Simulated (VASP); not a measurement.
# InAs (F-43m) in VASP: a series of runs

Runs on InAs. Level: LDA. Tasks: single point.

All numbers are computed with VASP 6.6.1; they aren't measurements. Logs are shortened: lines on timing, memory, paths and dates and some standing lists are left out, and cuts for length are marked.

**Measured values to compare with.**

From a printed reference work, data compilation, for a bulk crystal of InAs at 4.2 K: band gap 0.418 eV (direct).

The results are compared with them further down.

## (1) The cell of the first run

The structure is cubic, space group F-43m (No. 216). The conventional cell has a = 5.913 Å, b = 5.913 Å, c = 5.913 Å, α = 90.00°, β = 90.00°, γ = 90.00°. Within 3.4 Å of In (site symmetry -43m) lie 4 As at 2.56 Å. Within 3.4 Å of As (site symmetry -43m) lie 4 In at 2.56 Å.

## (2) Single point, LDA

INCAR

```
ALGO = Normal
EDIFF = 1E-7
ENCUT = 520
GGA = CA
ISIF = 2
ISMEAR = 0
LASPH = T
LCHARG = F
LREAL = F
LWAVE = F
NBANDS = 16
NELM = 100
PREC = Accurate
SIGMA = 0.02
```

KPOINTS

```
k-points
0
Gamma
  12 12 12
```

POSCAR

```
InAs
1.0
    0.0000000000      2.9563908761      2.9563908761
    2.9563908761      0.0000000000      2.9563908761
    2.9563908761      2.9563908761      0.0000000000
In As
1 1
Direct
    0.0000000000      0.0000000000      0.0000000000
    0.7500000000      0.7500000000      0.7500000000
```

Potentials or basis: VASP PAW LDA potentials, release 64 (In_d, As).

The run is started by

```console
> cat potpaw_LDA.64/In_d/POTCAR potpaw_LDA.64/As/POTCAR > POTCAR
> mpirun -np 1 vasp_std > vasp.out
```

OUTCAR:

```text
EDIFF = 1E-7
   ENCUT = 520
   GGA = CA
   ISIF = 2
   ISMEAR = 0
   LASPH = T
   LREAL = F
   NELM = 100
   PREC = Accurate

 ion  position               nearest neighbor table
   1  0.000  0.000  0.000-   2 2.56   2 2.56   2 2.56   2 2.56
   2  0.750  0.750  0.750-   1 2.56   1 2.56   1 2.56   1 2.56

  LATTYP: Found a face centered cubic cell.
 ALAT       =     5.9127817522

  Lattice vectors:

 A1 = (   0.0000000000,   2.9563908761,   2.9563908761)
 A2 = (   2.9563908761,   0.0000000000,   2.9563908761)
 A3 = (   2.9563908761,   2.9563908761,   0.0000000000)

Analysis of symmetry for initial positions (statically):
=====================================================================
 Subroutine PRICEL returns:
 Original cell was already a primitive cell.

 Routine SETGRP: Setting up the symmetry group for a
 face centered cubic supercell.

 Subroutine GETGRP returns: Found 24 space group operations
 (whereof 24 operations were pure point group operations)
 out of a pool of 48 trial point group operations.

The static configuration has the point symmetry T_d .

Analysis of symmetry for dynamics (positions and initial velocities):
=====================================================================
 Subroutine PRICEL returns:
 Original cell was already a primitive cell.

 Routine SETGRP: Setting up the symmetry group for a
 face centered cubic supercell.

 Subroutine GETGRP returns: Found 24 space group operations
 (whereof 24 operations were pure point group operations)
 out of a pool of 48 trial point group operations.

The dynamic configuration has the point symmetry T_d .

 Subroutine INISYM returns: Found 24 space group operations
 (whereof 24 operations are pure point group operations),
 and found     1 'primitive' translations

----------------------------------------------------------------------------------------

                                     Primitive cell

  volume of cell :      51.6792

  direct lattice vectors                    reciprocal lattice vectors
     0.000000000  2.956390876  2.956390876    -0.169125133  0.169125133  0.169125133
     2.956390876  0.000000000  2.956390876     0.169125133 -0.169125133  0.169125133
     2.956390876  2.956390876  0.000000000     0.169125133  0.169125133 -0.169125133

  length of vectors
     4.180968073  4.180968073  4.180968073     0.292933323  0.292933323  0.292933323

  position of ions in fractional coordinates (direct lattice)
     0.000000000  0.000000000  0.000000000
     0.750000000  0.750000000  0.750000000

  ion indices of the primitive-cell ions
   primitive index   ion index
                 1           1
                 2           2

----------------------------------------------------------------------------------------

 KPOINTS: k-points

Automatic generation of k-mesh.
 Grid dimensions read from file:
 generate k-points for:   12   12   12

 Generating k-lattice:

  Cartesian coordinates                     Fractional coordinates (reciprocal lattice)
    -0.014093761  0.014093761  0.014093761     0.083333333  0.000000000  0.000000000
     0.014093761 -0.014093761  0.014093761     0.000000000  0.083333333  0.000000000
     0.014093761  0.014093761 -0.014093761     0.000000000  0.000000000  0.083333333

  Length of vectors
     0.024411110  0.024411110  0.024411110

  Shift w.r.t. Gamma in fractional coordinates (k-lattice)
     0.000000000  0.000000000  0.000000000

 Subroutine IBZKPT returns following result:
 ===========================================

 Found     72 irreducible k-points:

 Following reciprocal coordinates:
            Coordinates               Weight
  0.000000  0.000000  0.000000      1.000000
  0.083333  0.000000  0.000000      8.000000
  0.166667  0.000000  0.000000      8.000000
  0.250000  0.000000  0.000000      8.000000
  0.333333  0.000000  0.000000      8.000000
  0.416667  0.000000  0.000000      8.000000
[... 16 lines left out ...]
  0.500000  0.166667  0.000000     24.000000
 -0.416667  0.166667  0.000000     24.000000
 [... further k-points ...]
   k-points           NKPTS =     72   k-points in BZ     NKDIM =     72   number of bands    NBANDS=     16
   number of dos      NEDOS =    301   number of ions     NIONS =      2
   total plane-waves  NPLWV =  32768
   dimension x,y,z NGX =    32 NGY =   32 NGZ =   32
   dimension x,y,z NGXF=    64 NGYF=   64 NGZF=   64
   ions per type =               1   1
   NGX,Y,Z   is equivalent  to a cutoff of  12.72, 12.72, 12.72 a.u.
   NGXF,Y,Z  is equivalent  to a cutoff of  25.45, 25.45, 25.45 a.u.
 SYSTEM =  unknown system
   PREC   = accura    normal or accurate (medium, high low for compatibility)
   ISTART =      0    job   : 0-new  1-cont  2-samecut
   ICHARG =      2    charge: 1-file 2-atom 10-const
   ISPIN  =      1    spin polarized calculation?
   LNONCOLLINEAR =      F non collinear calculations
   LSORBIT =      F    spin-orbit coupling
   LASPH  =      T    aspherical Exc in radial PAW
   ENCUT  =  520.0 eV  38.22 Ry    6.18 a.u.   7.77  7.77  7.77*2*pi/ulx,y,z
   NELM   =    100;   NELMIN=  2; NELMDL= -5     # of ELM steps
   EDIFF  = 0.1E-06   stopping-criterion for ELM
   LREAL  =      F    real-space projection
   EDIFFG = 0.1E-05   stopping-criterion for IOM
   NSW    =      0    number of steps for IOM
   IBRION =     -1    ionic relax: 0-MD 1-quasi-New 2-CG
   NFREE  =      0    steps in history (QN), initial steepest desc. (CG)
   ISIF   =      2    stress and relaxation
   ISYM   =      2    0-nonsym 1-usesym 2-fastsym
   POTIM  = 0.5000    time-step for ionic-motion
   TEBEG  =    0.0;   TEEND  =   0.0 temperature during run
   PSTRESS=    0.0 pullay stress
   NELECT =      18.0000    total number of electrons
   NUPDOWN=      -1.0000    fix difference up-down
   EMIN   =  10.00;   EMAX   =-10.00  energy-range for DOS
   EFERMI =   0.00;   METHOD = LEGACY
   ISMEAR =     0;   SIGMA  =   0.02  broadening in eV -4-tet -1-fermi 0-gaus
   EFERMI_NEDOS =   21; number of points for ismear=-14 and -15
   IALGO  =     38    algorithm
   IMIX   =      4    mixing-type and parameters
     AMIX     =   0.40;   BMIX     =  1.00
     AMIX_MAG =   1.60;   BMIX_MAG =  1.00
  volume/ion in A,a.u.               =      25.84       174.37
  Fermi-wavevector in a.u.,A,eV,Ry     =   1.151844  2.176670 18.051469  1.326746
  Thomas-Fermi vector in A             =   2.288499
   LORBIT       =      0    0 simple, 1 ext, 2 COOP (PROOUT), +10 PAW based schemes
   GGA     = CA    functional components
   LHFCALC =     F    Hartree Fock is set to
   AEXX    =    0.0000 exact exchange contribution
   IVDW    =     0    specifies the selected vdW correction
   LEPSILON=     F    determine dielectric tensor
   LRPA    =     F    only Hartree local field effects (RPA)
 non-spin polarized calculation
 Gauss-broadening in eV      SIGMA  =   0.02
  energy-cutoff  :      520.00
  volume of cell :       51.68
 maximum number of plane-waves:      1411
   NGX = 15   NGY = 15   NGZ = 15

 number of electron      18.0000008 magnetization

 Free energy of the ion-electron system (eV)
  ---------------------------------------------------
  ext. energy  EPLUGINS =         0.00000000
  ---------------------------------------------------
  free energy    TOTEN  =        -8.99056530 eV

  energy without entropy =       -8.99054744  energy(sigma->0) =       -8.99055637

 E-fermi :   5.0639     XC(G=0):  -9.7033

 val. band max:        5.0577725294   @ k =   0.0000   0.0000   0.0000
 cond. band min:       5.9763433231   @ k =   0.0833   0.0000   0.0000
 fundamental gap:      0.9185707938
 Fermi energy:         5.0638643305

 k-point     1 :       0.0000    0.0000    0.0000
  band No.  band energies     occupation
      1      -9.4603      2.00000
      2      -9.4603      2.00000
      3      -9.4603      2.00000
      4      -9.3008      2.00000
      5      -9.3008      2.00000
      6      -7.3164      2.00000
[... 8 lines left out ...]
     15      14.9545      0.00000
     16      14.9545      0.00000

 k-point     2 :       0.0833    0.0000    0.0000
  band No.  band energies     occupation
      1      -9.4737      2.00000
      2      -9.4568      2.00000
      3      -9.4568      2.00000
      4      -9.3009      2.00000
      5      -9.3009      2.00000
      6      -7.2333      2.00000
[... 8 lines left out ...]
     15      14.2569      0.00000
     16      14.2569      0.00000

 k-point     3 :       0.1667    0.0000    0.0000
  band No.  band energies     occupation
      1      -9.5083      2.00000
      2      -9.4478      2.00000
      3      -9.4478      2.00000
      4      -9.3009      2.00000
      5      -9.3009      2.00000
      6      -6.9939      2.00000
[... 8 lines left out ...]
     15      13.7130      0.00000
     16      13.7130      0.00000

 k-point     4 :       0.2500    0.0000    0.0000
  band No.  band energies     occupation
      1      -9.5514      2.00000
      2      -9.4366      2.00000
      3      -9.4366      2.00000
      4      -9.2995      2.00000
      5      -9.2995      2.00000
      6      -6.6269      2.00000
[... 8 lines left out ...]
     15      13.6829      0.00000
     16      13.6829      0.00000

 k-point     5 :       0.3333    0.0000    0.0000
  band No.  band energies     occupation
      1      -9.5911      2.00000
      2      -9.4273      2.00000
      3      -9.4273      2.00000
      4      -9.2961      2.00000
      5      -9.2961      2.00000
      6      -6.1873      2.00000
[... 8 lines left out ...]
     15      14.2419      0.00000
     16      14.2419      0.00000

 k-point     6 :       0.4167    0.0000    0.0000
  band No.  band energies     occupation
      1      -9.6183      2.00000
      2      -9.4218      2.00000
      3      -9.4218      2.00000
      4      -9.2923      2.00000
      5      -9.2923      2.00000
      6      -5.7856      2.00000
[... 8 lines left out ...]
     15      15.2224      0.00000
     16      15.2224      0.00000

 k-point     7 :       0.5000    0.0000    0.0000
  band No.  band energies     occupation
      1      -9.6280      2.00000
      2      -9.4201      2.00000
      3      -9.4201      2.00000
      4      -9.2906      2.00000
      5      -9.2906      2.00000
      6      -5.6103      2.00000
[... 8 lines left out ...]
     15      16.0060      0.00000
     16      16.0060      0.00000

 k-point     8 :       0.0833    0.0833    0.0000
  band No.  band energies     occupation
      1      -9.4818      2.00000
      2      -9.4536      2.00000
      3      -9.4536      2.00000
      4      -9.3035      2.00000
      5      -9.2988      2.00000
      6      -7.2059      2.00000
[... 8 lines left out ...]
     15      13.5325      0.00000
     16      15.0284      0.00000

 k-point     9 :       0.1667    0.0833    0.0000
  band No.  band energies     occupation
      1      -9.5098      2.00000
      2      -9.4462      2.00000
      3      -9.4445      2.00000
      4      -9.3060      2.00000
      5      -9.2970      2.00000
      6      -7.0192      2.00000
[... 8 lines left out ...]
     15      14.0161      0.00000
     16      14.5787      0.00000
[... 172 lines left out ...]
 k-point    19 :       0.1667    0.1667    0.0000
  band No.  band energies     occupation
      1      -9.5342      2.00000
      2      -9.4350      2.00000
      3      -9.4350      2.00000
      4      -9.3119      2.00000
      5      -9.2935      2.00000
      6      -6.8894      2.00000
[... 8 lines left out ...]
     15      14.6626      0.00000
     16      15.2477      0.00000

 k-point    20 :       0.2500    0.1667    0.0000
  band No.  band energies     occupation
      1      -9.5667      2.00000
      2      -9.4245      2.00000
      3      -9.4227      2.00000
      4      -9.3164      2.00000
      5      -9.2904      2.00000
      6      -6.6182      2.00000
[... 8 lines left out ...]
     15      15.1473      0.00000
     16      15.3224      0.00000

 k-point    21 :       0.3333    0.1667    0.0000
  band No.  band energies     occupation
      1      -9.5987      2.00000
      2      -9.4170      2.00000
      3      -9.4117      2.00000
      4      -9.3174      2.00000
      5      -9.2875      2.00000
      6      -6.2391      2.00000
[... 8 lines left out ...]
     15      15.1995      0.00000
     16      15.3635      0.00000

 k-point    22 :       0.4167    0.1667    0.0000
  band No.  band energies     occupation
      1      -9.6239      2.00000
      2      -9.4129      2.00000
      3      -9.4047      2.00000
      4      -9.3138      2.00000
      5      -9.2861      2.00000
      6      -5.8201      2.00000
[... 8 lines left out ...]
     15      15.3121      0.00000
     16      16.0478      0.00000

 k-point    23 :       0.5000    0.1667    0.0000
  band No.  band energies     occupation
      1      -9.6378      2.00000
      2      -9.4117      2.00000
      3      -9.4024      2.00000
      4      -9.3072      2.00000
      5      -9.2878      2.00000
      6      -5.4941      2.00000
[... 8 lines left out ...]
     15      15.6468      0.00000
     16      16.1323      0.00000

 k-point    24 :      -0.4167    0.1667    0.0000
  band No.  band energies     occupation
      1      -9.6377      2.00000
      2      -9.4123      2.00000
      3      -9.4042      2.00000
      4      -9.3007      2.00000
      5      -9.2933      2.00000
      6      -5.4412      2.00000
[... 8 lines left out ...]
     15      14.9027      0.00000
     16      15.3061      0.00000

 [... further k-points ...]
[... 5 lines left out ...]
  --------------------------------------------------------------------------------------
  -------------------------------------------------------------------------------------
  Total        1.3261918      1.3261918      1.3261918      0.0000000      0.0000000      0.0000000
  in kB       41.1151029     41.1151029     41.1151029      0.0000000      0.0000000      0.0000000
  external PRESSURE =      41.1151029 kB  Pullay stress =       0.0000000 kB

 VOLUME and BASIS-vectors are now :
 -----------------------------------------------------------------------------
  energy-cutoff  :      520.00
  volume of cell :       51.68
      direct lattice vectors                 reciprocal lattice vectors
     0.000000000  2.956390876  2.956390876    -0.169125133  0.169125133  0.169125133
     2.956390876  0.000000000  2.956390876     0.169125133 -0.169125133  0.169125133
     2.956390876  2.956390876  0.000000000     0.169125133  0.169125133 -0.169125133

 POSITION                                       TOTAL-FORCE (eV/Angst)
 -----------------------------------------------------------------------------------
      0.00000      0.00000      0.00000        -0.000000     -0.000000     -0.000000
      4.43459      4.43459      4.43459         0.000000      0.000000      0.000000
 -----------------------------------------------------------------------------------
    total drift:                                0.000000      0.000000     -0.000000

  FREE ENERGIE OF THE ION-ELECTRON SYSTEM (eV)
  ---------------------------------------------------
  free  energy   TOTEN  =        -8.9905653011 eV

  energy  without entropy=       -8.9905474441  energy(sigma->0) =       -8.99055637
```

Wall time 16 s (1 thread of Intel Xeon 6975P-C (Granite Rapids), shared host); peak memory 0.19 GiB.

Results:

| Item | Value |
| --- | --- |
| Free energy | -8.9906 eV |
| Pressure | 4.1 GPa |
| Band gap on the k mesh | zero (filled and empty bands touch) |

Levels at points of the mesh, in eV from the Fermi level:
```tsv
k point	band 6	band 7	band 8	band 9	band 10	band 11	band 12	band 13
(0.00, 0.00, 0.00)	-12.38	-0.06	-0.01	-0.01	-0.01	3.84	3.84	3.84
(0.50, 0.00, 0.00)	-10.67	-6.21	-1.11	-1.11	0.95	4.64	4.64	6.74
(0.50, 0.50, 0.00)	-10.05	-6.23	-2.59	-2.59	1.30	1.95	9.44	9.60
```

Caveat: spin-orbit coupling is left out, which moves the levels of the heavy elements.

## (3) Single point, LDA

This run uses another cell than the first one, of 26.66 Å³/atom, 1.032 times its volume.

INCAR

```
SYSTEM = InAs
PREC = Accurate ; ENCUT = 520
EDIFF = 1E-6 ; ISMEAR = 0
SIGMA = 0.02 ; LREAL = .False.
LASPH = .True. ; NELM = 80
ALGO = Normal ; ISIF = 2
LWAVE = .False. ; LCHARG = .False.
NBANDS = 16
```

KPOINTS

```
regular mesh
0
Gamma
  12 12 12
  0 0 0
```

POSCAR

```
InAs
1.0
    0.0000000000      2.9875130671      2.9875130671
    2.9875130671      0.0000000000      2.9875130671
    2.9875130671      2.9875130671      0.0000000000
In As
1 1
Direct
    0.0000000000      0.0000000000      0.0000000000
    0.7500000000      0.7500000000      0.7500000000
```

Potentials or basis: VASP PAW LDA potentials, release 64 (In_d, As).

The run is started by

```console
> cat potpaw_LDA.64/In_d/POTCAR potpaw_LDA.64/As/POTCAR > POTCAR
> mpirun -np 1 vasp_std > vasp.out
```

OUTCAR:

```text
SYSTEM = InAs
   PREC = Accurate
   ENCUT = 520
   EDIFF = 1E-6
   ISMEAR = 0
   LREAL = .False.
   LASPH = .True.
   NELM = 80
   ISIF = 2

 ion  position               nearest neighbor table
   1  0.000  0.000  0.000-   2 2.59   2 2.59   2 2.59   2 2.59
   2  0.750  0.750  0.750-   1 2.59   1 2.59   1 2.59   1 2.59

  LATTYP: Found a face centered cubic cell.
 ALAT       =     5.9750261342

  Lattice vectors:

 A1 = (   0.0000000000,   2.9875130671,   2.9875130671)
 A2 = (   2.9875130671,   0.0000000000,   2.9875130671)
 A3 = (   2.9875130671,   2.9875130671,   0.0000000000)

[... 625 lines left out ...]
      6      -5.6813      2.00000
[... 8 lines left out ...]
     15      14.4678      0.00000
     16      14.8551      0.00000

 [... further k-points ...]
[... 5 lines left out ...]
  --------------------------------------------------------------------------------------
  -------------------------------------------------------------------------------------
  Total        0.5957719      0.5957719      0.5957719      0.0000000      0.0000000     -0.0000000
  in kB       17.8990991     17.8990991     17.8990991      0.0000000      0.0000000     -0.0000000
  external PRESSURE =      17.8990991 kB  Pullay stress =       0.0000000 kB

 VOLUME and BASIS-vectors are now :
 -----------------------------------------------------------------------------
  energy-cutoff  :      520.00
  volume of cell :       53.33
      direct lattice vectors                 reciprocal lattice vectors
     0.000000000  2.987513067  2.987513067    -0.167363285  0.167363285  0.167363285
     2.987513067  0.000000000  2.987513067     0.167363285 -0.167363285  0.167363285
     2.987513067  2.987513067  0.000000000     0.167363285  0.167363285 -0.167363285

 POSITION                                       TOTAL-FORCE (eV/Angst)
 -----------------------------------------------------------------------------------
      0.00000      0.00000      0.00000        -0.000000     -0.000000     -0.000000
      4.48127      4.48127      4.48127         0.000000      0.000000      0.000000
 -----------------------------------------------------------------------------------
    total drift:                                0.000000      0.000000      0.000000

  FREE ENERGIE OF THE ION-ELECTRON SYSTEM (eV)
  ---------------------------------------------------
  free  energy   TOTEN  =        -9.0211537971 eV

  energy  without entropy=       -9.0211359427  energy(sigma->0) =       -9.02114487
```

Run time: 16 s. Hardware: 1 thread of Intel Xeon 6975P-C (Granite Rapids), shared host; peak memory 0.19 GiB.

What came out:

- Free energy: -9.0212 eV
- Pressure: 1.8 GPa
- Band gap on the k mesh: zero (filled and empty bands touch)

Caveat: spin-orbit coupling is left out, which moves the levels of the heavy elements.

(Continued in part 2 of 2.)
